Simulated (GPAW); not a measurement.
Input of a GPAW 26.7.0 run:

The input run.py:

```python
from ase.dft.bandgap import bandgap
from ase.io import read, write
from ase.units import GPa
from gpaw import GPAW, PW

atoms = read('Bi.xyz')

calc = GPAW(mode=PW(450),
            xc='PBE',
            kpts={'size': (8, 8, 8), 'gamma': True},
            occupations={'name': 'fermi-dirac', 'width': 0.05},
            nbands=15,
            maxiter=120,
            txt='gpaw.txt')
atoms.calc = calc
energy = atoms.get_potential_energy()
forces = atoms.get_forces()
stress = atoms.get_stress()
calc.write('gs.gpw')
write('result.traj', atoms)
print(f'Energy: {energy:.6f} eV')
print('Forces (eV/A):')
print(forces.round(4))
print('Stress (GPa):', (stress / GPa).round(3))
print('Fermi level:', round(calc.get_fermi_level(), 4), 'eV')
print(f'Gap: {bandgap(calc)[0]:.4f} eV, direct: {bandgap(calc, direct=True)[0]:.4f} eV')
```

File Bi.xyz:

```xyz
1
Lattice="-1.9814305318 1.9814305318 1.9814305318 1.9814305318 -1.9814305318 1.9814305318 1.9814305318 1.9814305318 -1.9814305318" Properties=species:S:1:pos:R:3 pbc="T T T"
Bi     0.0000000000      0.0000000000      0.0000000000
```

Potentials or basis: GPAW PAW data sets (gpaw-data 1.2.1), pw.

Run with:

```bash
$ OMP_NUM_THREADS=1 python run.py
```

Estimate the pressure.

0.1 GPa.

What does it give for the band gap on the k mesh?

None (metal or under the smearing width).

Caveat: the cutoff is short for stress and forces, so pressures can be off by a GPa or more; spin-orbit coupling is left out, which moves the levels of the heavy elements.
